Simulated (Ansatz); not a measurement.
A plane-wave DFT run in Ansatz 0.2.0 (scalar-relativistic PAW potentials unless the input names others): input and command.

```yaml
crystal:
  lattice:
    - [0.0, 3.1217106868, -3.1217106868]
    - [6.2434213736, 0.0, 0.0]
    - [-3.1217106868, -6.2434213736, -3.1217106868]
  atoms:
    - { symbol: Ba, position: [0.0, 0.0, 0.0] }
    - { symbol: Ba, position: [0.3333333333, 0.3333333333, 0.6666666667] }
    - { symbol: Ba, position: [0.6666666667, 0.6666666667, 0.3333333333] }
    - { symbol: F, position: [0.1666666667, 0.4166666667, 0.3333333333] }
    - { symbol: F, position: [0.5, 0.75, 0.0] }
    - { symbol: F, position: [0.8333333333, 0.0833333333, 0.6666666667] }
    - { symbol: F, position: [0.8333333333, 0.5833333333, 0.6666666667] }
    - { symbol: F, position: [0.1666666667, 0.9166666667, 0.3333333333] }
    - { symbol: F, position: [0.5, 0.25, 0.0] }
basis:
  xc_grid: 3
kpoints:
  mp_grid: { grid: [6, 6, 6] }
hamiltonian:
  xc: pbesol
scf:
  occupations: { method: gaussian, width: 0.02 }
  eigensolver: { kind: davidson }
output:
  forces: true
  eigenvalues: true
  stress: true
```

```bash
ansatz run input.yaml --threads 2 --pin off --max-ram 5120MiB --backend cpu --events-out ev --progress --plain --runs-dir out
```

Abridged log:
```
Pseudopotentials: kind: paw
Pseudopotential: Ba, paw, valence charge 10, recommended cutoff 420 eV (normal)
Pseudopotential: F, paw, valence charge 7, recommended cutoff 420 eV (normal)
Functional definition: PBEsol
Crystal: 9 atoms, lattice volume = 182.528 Å³
Basis set: ecut = 420 eV, 3607 PW (Γ), exchange–correlation on 90×135×162 points (27 copies of the dense FFT grid, shifted against one another)
Bands: 45, of which v1, the nominal top of the filled ones, is band 36 counted from 1 (35 counted from 0)
Symmetry: 24 space group operations
Space group: Fm-3m (ITA 225), of the structure as read, at distance tolerance 5.7e-5 Å
k-points: 46 of 216
Initial density: superposition of atomic densities (neutral atoms: chi_scale 0, normalization atom), corrected by the library's trained network
Initial wavefunctions: pseudopotential atomic-orbital guess
Functional: x = pbesol(κ = 0.804, μ = 0.12345679), c = pbesol(β = 0.046)
SCF iter   1: F=—  HF=-22408.815529 eV  |F-HF|=—  |Δ(HF+E_count)|=         —  Δρ=1.22e-2  dr2=1.74e-1  ethr=1.77e-3  ⟨swp⟩=18.6  Hψ=12566  notcnv=17  reapply=1
SCF iter   2: F=—  HF=-22408.776114 eV  |F-HF|=—  |Δ(HF+E_count)|=   3.94e-2  Δρ=3.35e-3  dr2=8.87e-3  ethr=1.19e-5  ⟨swp⟩=7.8  Hψ=11984  notcnv=1  defer=49
SCF iter   3: F=—  HF=-22408.773913 eV  |F-HF|=—  |Δ(HF+E_count)|=   2.20e-3  Δρ=6.05e-4  dr2=2.66e-4  ethr=1.19e-5  ⟨swp⟩=3.8  Hψ=4923  notcnv=0
automatic band count: iteration 3 solves 41 bands in place of 45: the levels show a gap, and the empty bands left out lie too high to hold charge; the band table lists the bands solved (type scf.n_extra_bands for more)
SCF iter   4: F=—  HF=-22408.774333 eV  |F-HF|=—  |Δ(HF+E_count)|=   4.20e-4  Δρ=2.60e-4  dr2=1.20e-4  ethr=3.69e-7  ⟨swp⟩=5.0  Hψ=6002  notcnv=0
SCF iter   5: F=—  HF=-22408.774313 eV  |F-HF|=—  |Δ(HF+E_count)|=   1.93e-5  Δρ=7.76e-5  dr2=1.33e-5  ethr=1.66e-7  ⟨swp⟩=3.0  Hψ=4145  notcnv=0  defer=1
SCF iter   6: F=—  HF=-22408.774315 eV  |F-HF|=—  |Δ(HF+E_count)|=   1.54e-6  Δρ=2.20e-5  dr2=8.47e-7  ethr=1.85e-8  ⟨swp⟩=4.0  Hψ=5406  notcnv=0
SCF iter   7: F=—  HF=-22408.774315 eV  |F-HF|=—  |Δ(HF+E_count)|=   2.34e-8  Δρ=1.22e-5  dr2=2.78e-7  ethr=1.18e-9  ⟨swp⟩=3.7  Hψ=4402  notcnv=0
SCF iter   8: F=-22408.774315 eV  HF=-22408.774315 eV  |F-HF|=6.14e-9  |Δ(HF+E_count)|=   6.20e-8  Δρ=2.11e-6  dr2=1.04e-8  ethr=3.86e-10  ⟨swp⟩=3.9  Hψ=4470  notcnv=0
SCF 1 converged in 8 iterations: F = -22408.774315 eV  dr2 = 1.04e-8
  Residual-converged pass: ⟨swp⟩=4.0  Hψ=5771  notcnv=0  max |occ|·‖R‖ = 6.6e-6 eV (tolerance 6.7e-6 eV) dr2=6.82e-9  dr2_onsite=9.15e-11  max |Δocc| = 0.0e0
SCF converged after 8 iterations
Free energy (F): -22408.774315 eV
Harris-Foulkes:  -22408.774315 eV  (|F-HF|=6.14e-9)
Internal energy: -22408.774315 eV  (E = F + TS)
E sigma→0 (E₀):  -22408.774315 eV
Fermi energy:    6.128864 eV
--- Forces (eV/Å), atoms counted from 1 ---
  atom   1  Ba     0.00000000     0.00000000     0.00000000
  atom   2  Ba     0.00000000     0.00000000     0.00000000
  atom   3  Ba     0.00000000     0.00000000     0.00000000
  atom   4  F      0.00000237     0.00000000     0.00000000
  atom   5  F      0.00000237     0.00000000     0.00000000
  atom   6  F      0.00000237     0.00000000     0.00000000
  atom   7  F     -0.00000237     0.00000000     0.00000000
  atom   8  F     -0.00000237     0.00000000     0.00000000
  atom   9  F     -0.00000237     0.00000000     0.00000000
--- Stress (GPa, compression-positive) ---
       -2.803537       0.000000       0.000000
        0.000000      -2.803651       0.000002
        0.000000       0.000002      -2.803651
  P = ⅓ Tr σ = -2.8036 GPa (-28.036 kbar)
```

Apart from outputs, empty bands and the relaxation, which only the reference makes, the input differs from a reference run on usual settings in basis.xc_grid: not typed → 3; scf.eigensolver.kind: not typed → "davidson"; hamiltonian.xc: "pbe" → "pbesol"; basis.ecutwfc: 420 → not typed. The reference, at the same geometry, ended its own course with pressure 0.08 GPa, largest force 0.000 eV/Å, gap on the mesh 6.73 eV. This run converged in 8 SCF iterations with a total energy on another zero, pressure -2.80 GPa, largest force 0.000 eV/Å, gap on the mesh 6.61 eV.

Time: 19 s on 2 threads of AMD EPYC 7R43 64-Core Processor (Zen 3), on a shared host, peak memory 0.69 GiB.